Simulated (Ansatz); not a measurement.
**GeS, a database entry at a rescaled volume**

```
Ge S
1.0
    10.63438    0.00000    0.00000
     0.00000    3.69816    0.00000
     0.00000    0.00000    4.36446
Ge S
4 4
Direct
  0.62200 0.25000 0.37300
  0.87800 0.75000 0.87300
  0.12200 0.25000 0.12700
  0.37800 0.75000 0.62700
  0.84910 0.25000 0.50110
  0.65090 0.75000 0.00110
  0.34910 0.25000 0.99890
  0.15090 0.75000 0.49890
```

Single point in Ansatz 0.2.0 with PBE, no spin polarisation. Cutoff 420 eV, PAW datasets, 3×7×6 Γ-centred k mesh, fermi-dirac filling (width 0.1 eV).

(1) What do density and ELF say about some of the short contacts?

(2) Which orbitals make up the band edges?

(3) Which atom feels the largest force, and which way?

(4) What is the formation energy?

(5) Give the Bader charges.

(6) Metal or insulator? Give the gap.

(7) What does the stress say?

Origin: a database entry at a rescaled volume.

Answers

(1) Ge–S at 2.48 Å: least valence density 0.44 e/Å³ and ELF 0.51 there. These are pseudo-fields; inside the PAW spheres they differ from the all-electron ones.

(2) Within 0.7 eV of the edges, the states project mainly on S p (60 %), Ge s (23 %) and Ge p (15 %) below the gap and on Ge p (59 %) and S p (18 %) above it.

(3) The largest is on Ge1 (and as large on other atoms): 0.20 eV/Å, components (0.15, 0.00, -0.13). It makes 53° with the line to a nearest neighbour, S5 at 2.48 Å.

(4) -0.27 eV an atom against the elements' usual phases (free molecules for gases, crystals otherwise, with no correction for O₂ or N₂), so it is bound against them; other compounds may still compete. Relaxing would lower it.

(5) Bader charges in e: Ge +0.82, S -0.82. In the mean Ge gives up most and S takes most.

(6) The gap is 1.21 eV, direct at the points sampled. A semilocal functional usually gives too small a gap.

(7) The pressure is -0.4 GPa (compression positive), so with the atoms held at these fractions the cell is close to zero pressure.
